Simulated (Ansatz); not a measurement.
HfN under changes of volume

One of the cells (11.518 Å³/atom); the others are scaled copies at fixed shape and fractional positions:

```xyz
4
Lattice="3.1339 0.0000 0.0000 -1.5670 2.7140 0.0000 0.0000 0.0000 5.4168" Properties=species:S:1:pos:R:3 pbc="T T T"
Hf    0.0000    1.8094    1.3542
Hf    1.5670    0.9047    4.0626
N     0.0000    0.0000    2.7084
N     0.0000    0.0000    0.0000
```

The cell comes from a database or a generator and needn't be the stable form of this composition.

```yaml
Program: Ansatz 0.2.0
Functional: PBEsol
Potentials_or_basis: all-electron LAPW, scalar-relativistic
Cutoff: 342 eV (chosen from the basis error)
Basis_error_allowed: 0.001 eV/atom
k_mesh: 10 × 10 × 5
Occupations: fermi-dirac, width 0.05 eV
Spin: no spin polarisation
```

```csv
volume (Å³/atom),energy over the lowest point (meV/atom),pressure (GPa)
10.827,27.97,16.5
11.057,9.45,9.5
11.288,?,?
11.518,0.00,-2.4
11.749,7.26,-7.5
11.979,21.46,-12.1
12.209,41.89,-16.2
```

**Question.** What does the run at 11.288 Å³/atom give?

**Answer.** Energy over the lowest point 0.45 meV/atom; pressure 3.2 GPa.

Worked out: A Birch-Murnaghan fit of order 3 (a polynomial in V^(-2/3)) to the other rows has its minimum at 11.41 Å³/atom with B0 = V·E''(V) = 278 GPa and B' = 4.2 at fixed shape and positions, which overstates the stiffness. It gives 0.42 meV/atom at 11.288 Å³/atom, against the run's 0.45, and -dE/dV = 3.2 GPa, against 3.2.

Energies are extrapolated to zero smearing.
